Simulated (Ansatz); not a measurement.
# Cu (Fm-3m) in Ansatz: elastic constants with PBEsol

Aim: the elastic constants of Cu with PBEsol.

Program: Ansatz 0.2.0. These are calculated values, not measurements. Logs are shortened: lines on timing, memory, paths and dates and some standing lists are left out, and cuts for length are marked.

### 1 Starting point

Symmetry: Fm-3m, No. 225, cubic system. Conventional cell: a = 3.615 Å, b = 3.615 Å, c = 3.615 Å, α = 90.00°, β = 90.00°, γ = 90.00°. Cu (site symmetry m-3m) is surrounded by 12 Cu at 2.56 Å.

### 2 Elastic constants, PBEsol

input.yaml

```yaml
crystal:
  lattice:
    - [0.0, 1.8075, 1.8075]
    - [1.8075, 0.0, 1.8075]
    - [1.8075, 1.8075, 0.0]
  atoms:
    - { symbol: Cu, position: [0.0, 0.0, 0.0] }
kpoints:
  mp_grid: { grid: [10, 10, 10] }
scf:
  occupations: { method: fermi_dirac, width: 0.05 }
hamiltonian:
  xc: pbesol
  pseudopotentials: { kind: all_electron, lapw: { basis_error: 0.001 } }
output:
  forces: true
  stress: true
elastic:
  mode: relaxed_ion
  stencil: two_point
```

Potentials or basis: all-electron LAPW, scalar-relativistic.

Started as:

```
$ ansatz run input.yaml --threads 1 --pin off --max-ram 3072MiB --backend cpu --events-out ev --progress --plain --runs-dir out
```

Output:

```text
Warning: RAYON_NUM_THREADS=1 ignored (pool sized by the plan → 1); use --threads N
LAPW: plane waves up to 9.113 Å⁻¹, error target 1.0e-3 eV per atom; small_component_spin mean_spin; Cu in spheres of 1.240 Å, 19 of its electrons in bands, Dirac shells [] (how accurate: hamiltonian.pseudopotentials.lapw.basis_error, Limitations)
Engine: ansatz 0.2.0, aarch64-unknown-linux-gnu
Pseudopotentials: kind: all_electron
Pseudopotential: Cu, LAPW, valence charge 19, lapw/all_electron/scalar/gaussian/Cu, Koelling and Harmon's equation, gaussian nucleus
Functional definition: PBEsol
  exchange = pbesol_x
  correlation = pbesol_c
Crystal: 1 atoms, lattice volume = 11.810 Å³
Basis set: ecut = 316.42247723004664 eV, 169 PW (Γ), exchange–correlation at level 2
Bands: 14, of which v1, the nominal top of the filled ones, is band 10 counted from 1 (9 counted from 0)
Symmetry: 48 space group operations
Space group: Fm-3m (ITA 225), of the structure as read, at distance tolerance 2.3e-5 Å
k-points: 47 of 1000
Non-local potential: Cu, projectors of the file, none
Initial density: superposition of atomic densities (chi_scale 0.1, normalization cell)
Initial wavefunctions: plane waves of lowest kinetic energy (no species holds an atomic orbital)
Functional: x = pbesol(κ = 0.804, μ = 0.12345679012345678), c = pbesol(β = 0.046)
iter 1 solved again at ethr=9.94e-4 eV; its pass at ethr=1.00e-1 eV (dr2=1.89e-1 eV) is discarded
SCF iter   1: F=—  HF=-44998.861066 eV  |F-HF|=—  |Δ(HF+E_count)|=         —  Δρ=5.65e-2  dr2=1.89e-1  ethr=9.94e-4  ⟨swp⟩=2.3  Hψ=4597  notcnv=0
preconditioner: auto → none  [metal: Δε(μ)=0.065 eV  Ē_g=15.808 eV  σ=0.050 eV  W_gap=0.29  n_scr=0 (ndim 8)  ℏωp=35.8 eV  f_vac=0.000  D(μ)=0.84/eV (n_scr^D=14)]
SCF iter   2: F=—  HF=-44999.802504 eV  |F-HF|=—  |Δ(HF+E_count)|=   9.41e-1  Δρ=3.58e-2  dr2=7.70e-2  ethr=9.94e-4  ⟨swp⟩=3.0  Hψ=2205  notcnv=0
iter 3 solved again at ethr=4.51e-6 eV; its pass at ethr=4.05e-4 eV (dr2=8.57e-4 eV) is discarded
SCF iter   3: F=—  HF=-44997.984824 eV  |F-HF|=—  |Δ(HF+E_count)|=    1.82e0  Δρ=3.66e-3  dr2=8.56e-4  ethr=4.51e-6  ⟨swp⟩=2.0  Hψ=3328  notcnv=0
SCF iter   4: F=—  HF=-44997.885544 eV  |F-HF|=—  |Δ(HF+E_count)|=   9.93e-2  Δρ=6.42e-3  dr2=2.41e-3  ethr=4.51e-6  ⟨swp⟩=3.0  Hψ=2193  notcnv=0
SCF iter   5: F=—  HF=-44997.876108 eV  |F-HF|=—  |Δ(HF+E_count)|=   9.44e-3  Δρ=1.06e-3  dr2=6.20e-5  ethr=4.51e-6  ⟨swp⟩=2.1  Hψ=1779  notcnv=0
SCF iter   6: F=—  HF=-44997.875895 eV  |F-HF|=—  |Δ(HF+E_count)|=   2.13e-4  Δρ=3.45e-5  dr2=6.44e-8  ethr=3.26e-7  ⟨swp⟩=2.0  Hψ=1768  notcnv=0
SCF iter   7: F=—  HF=-44997.875895 eV  |F-HF|=—  |Δ(HF+E_count)|=   4.92e-8  Δρ=2.75e-6  dr2=5.36e-10  ethr=3.39e-10  ⟨swp⟩=2.6  Hψ=1826  notcnv=0
SCF iter   8: F=—  HF=-44997.875895 eV  |F-HF|=—  |Δ(HF+E_count)|=   3.00e-9  Δρ=6.96e-7  dr2=2.93e-11  ethr=2.82e-12  ⟨swp⟩=2.7  Hψ=1856  notcnv=0
SCF iter   9: F=—  HF=-44997.875895 eV  |F-HF|=—  |Δ(HF+E_count)|=  8.73e-11  Δρ=3.21e-8  dr2=5.98e-14  ethr=1.00e-12  ⟨swp⟩=2.0  Hψ=1768  notcnv=0
SCF iter  10: F=-44997.875895 eV  HF=-44997.875895 eV  |F-HF|=1.46e-11  |Δ(HF+E_count)|=  7.28e-12  Δρ=6.81e-10  dr2=1.49e-17  ethr=1.00e-12  ⟨swp⟩=2.0  Hψ=1768  notcnv=0
SCF 1 converged in 10 iterations: F = -44997.875895 eV  dr2 = 1.49e-17
[... 60 lines left out ...]
Fermi energy:    16.311490 eV
--- Per-component energies (eV) ---
  E_band       = -364.352173
  E_kinetic    = 45764.917698
  E_xc         = -1803.264264
  E_electrostatic = -88959.524446  (all electrons and nuclei)
  E_smearing   = -0.004885  (= −TS)
  E_closure    = 0.000000  (closes the sum)
  E_atoms      = -44993.559851  (free atoms, spherical and without spin; not in F)
  Σ components = -44997.875895   (vs F -44997.875895, Δ=0.00e0)
  Basis errors (estimates in eV, not in F): energy 2.2e-4 per atom: plane waves 2.1e-4 (1.1e-4 summed), levels above the bands 5.2e-178, relativity 1.5e-8, radial functions 9.3e-6, core shells 3.8e-11; eigenvalues (radial functions only) 1.5e-6; not estimated: angular momenta, meshes, grids; target (lapw.basis_error) 1.0e-3; muffin-tin radii Cu 1.240 Å
--- Forces (eV/Å), atoms counted from 1 ---
  atom   1  Cu    -0.00000000    -0.00000000    -0.00000000
  max |Σ_I F_I| component: 3.49e-32 eV/Å
--- Stress (GPa, compression-positive) ---
       -6.415226      -0.000000       0.000000
       -0.000000      -6.415226      -0.000000
        0.000000      -0.000000      -6.415226
  P = ⅓ Tr σ = -6.4152 GPa (-64.152 kbar)
--- Band table (eV; the first three rows and the last of 47) ---
  k-point 0: bands = ["-95.8353", "-53.3009", "-53.3009", "-53.3009", "6.9817", "13.4140", "13.4140", "13.4140", "14.2571", "14.2571", "39.0018", "41.5911", "41.5911", "41.5911"]
  k-point 1: bands = ["-95.8339", "-53.3113", "-53.3025", "-53.3025", "7.3444", "13.3387", "13.4793", "13.4793", "14.2339", "14.2339", "36.4420", "39.7332", "40.6753", "40.6753"]
  k-point 2: bands = ["-95.8304", "-53.3386", "-53.3066", "-53.3066", "8.3863", "13.1855", "13.5775", "13.5775", "14.2548", "14.2548", "31.2963", "39.2310", "39.5637", "39.5637"]
  k-point 46: bands = ["-95.8164", "-53.3830", "-53.3639", "-53.3431", "12.1869", "12.5619", "13.2946", "14.2918", "14.9745", "21.2215", "24.0275", "24.3124", "25.7330", "41.7502"]
--- Elastic constants: 2 strain directions × 2 members + reference (group order 48) ---
  dense FFT box of the reference and of every strained cell: 16×16×16
  strains applied: 11, 23; error gains: componentwise 1.00 (the most a stress slope's error grows in a printed constant), spectral 1.73 (1 for all six strains in a standard setting)
  C = ∂σ_k/∂η_j (tension-positive GPa; Voigt order 11 22 33 23 13 12):
       175.778    112.053    112.053      0.000      0.000     -0.000
       112.053    175.778    112.053     -0.000     -0.000      0.000
       112.053    112.053    175.778     -0.000     -0.000      0.000
         0.000      0.000      0.000     52.786      0.000     -0.000
        -0.000      0.000      0.000     -0.000     52.786      0.000
         0.000     -0.000      0.000     -0.000     -0.000     52.786
  reference stress σ⁰ (GPa):      6.415      6.415      6.415      0.000     -0.000      0.000
  no Pulay correction (none for the plane-wave cutoff is built on LAPW): the batch's stresses and constants are at fixed plane waves
  C* (energy form; C + prestress term) asymmetry max|C*_kj − C*_jk| = 4.632e-16 GPa — a small one proves nothing (zero by symmetry where the batch's group is 432, −43m or m−3m); a large one is finite-difference/SCF noise where every solve meets its electron count
  moduli (Voigt/Reuss/Hill, GPa): K = 133.29/133.29/133.29   G = 44.42/41.80/43.11   E = 116.75   ν = 0.354
  mechanically stable: yes (min eigenvalue of sym C = 52.79 GPa)
  where every solve meets its electron count the energy-path curvature estimates C_jj along a normal strain and C_jj − ¼(σ⁰_aa + σ⁰_bb) along a shear (ab), closely only under elastic.basis: deformed
  strain η (Voigt 11):  stress-route row diagonal C_11 = 175.78 GPa, energy-path curvature d²(F+E_count)/dδ²/Ω₀ = 175.78 GPa
         δ    σ_11 (GPa)             F (eV)   n_scf  n_hpsi   n_pw
    -2.000e-3       6.0617      -44997.8768153       7   41929    169   relax 0 steps, max|allowed force component| 0.00e0 eV/Å
     2.000e-3       6.7648      -44997.8749239       7   41554    169   relax 0 steps, max|allowed force component| 0.00e0 eV/Å
  strain η (Voigt 23):  stress-route row diagonal C_44 = 52.79 GPa, energy-path curvature d²(F+E_count)/dδ²/Ω₀ = 49.57 GPa
         δ    σ_23 (GPa)             F (eV)   n_scf  n_hpsi   n_pw
    -2.000e-3      -0.1056      -44997.8758882       7   69168    169   relax 0 steps, max|allowed force component| 0.00e0 eV/Å
     2.000e-3       0.1056      -44997.8758882       7   69160    169   relax 0 steps, max|allowed force component| 0.00e0 eV/Å
```

elastic.tsv:

```text
# convention: tension-positive GPa; Voigt order 11 22 33 23 13 12; engineering shear strains; stresses and constants hold the Pulay correction, whose part of sigma0, of c and of each member's stress the lines and columns named pulay_correction_..._gpa give (of c_energy it is that of c and, on the columns of strains 1 to 3, that of sigma0; of a layer's constants it is that of c in the plane, times a tenth of its plane spacing in ang); where a line pulay_correction_withheld stands none holds it
[... 15 lines left out ...]
6	3.1182818514e-29	-3.1182811819e-29	5.6051938573e-45	-3.6117890765e-47	-7.2235781529e-47	5.2786356489e1	4.6322223661e-16	4.6322223661e-16	4.6322223661e-16	-3.6117890765e-47	-7.2235781529e-47	5.2786356489e1	nan	nan	nan	nan	nan	nan
```

elastic_members.tsv:

```text
# convention: tension-positive GPa; Voigt order 11 22 33 23 13 12; engineering shear strains; stresses and constants hold the Pulay correction, whose part of sigma0, of c and of each member's stress the lines and columns named pulay_correction_..._gpa give (of c_energy it is that of c and, on the columns of strains 1 to 3, that of sigma0; of a layer's constants it is that of c in the plane, times a tenth of its plane spacing in ang); where a line pulay_correction_withheld stands none holds it
[... 11 lines left out ...]
3	2.0000000000e-3	6.4135736176e0	6.4153433341e0	6.4153433341e0	1.0557333343e-1	0.0000000000e0	0.0000000000e0	-4.4997875888e4	-4.4997873448e4	7	69160	169	0	0.0000000000e0	0.0000000000e0	nan	nan	nan	nan	nan	nan	nan	0.0000000000e0
```

It took 35 s on 1 thread of Arm Neoverse V2, shared host; peak memory 0.34 GiB.

Results:

- Free energy: -44997.8759 eV
- Pressure: -6.4 GPa
- Band gap on the k mesh: none (metal or under the smearing width)
- Elastic constants C11, C12, C44: 176, 112, 53 GPa
- Voigt bulk modulus: 133 GPa

Levels at points of the mesh, in eV from the Fermi level:
| k point | band 6 | band 7 | band 8 | band 9 | band 10 | band 11 | band 12 | band 13 | band 14 |
| --- | --- | --- | --- | --- | --- | --- | --- | --- | --- |
| (0.00, 0.00, 0.00) | -2.90 | -2.90 | -2.90 | -2.05 | -2.05 | 22.69 | 25.28 | 25.28 | 25.28 |
| (0.00, 0.00, -0.50) | -2.93 | -2.93 | -1.48 | -1.48 | -0.97 | 3.84 | 21.18 | 22.08 | 22.08 |
| (0.00, -0.50, -0.50) | -4.31 | -1.49 | -1.34 | -1.34 | 1.52 | 7.20 | 13.10 | 13.10 | 17.65 |

Elastic tensor in Voigt notation (GPa, in the Cartesian axes of the cell as first typed):
```
176 112 112   0   0   0
112 176 112   0   0   0
112 112 176   0   0   0
  0   0   0  53   0   0
  0   0   0   0  53   0
  0   0   0   0   0  53
```

Caveat: the k mesh is thin for a metal, which can move the energy by tens of meV per atom; a metal's response needs a denser mesh; the cell is more than 3 GPa from zero pressure, which shifts response properties; elastic constants of metals need much finer meshes, so these are rough.
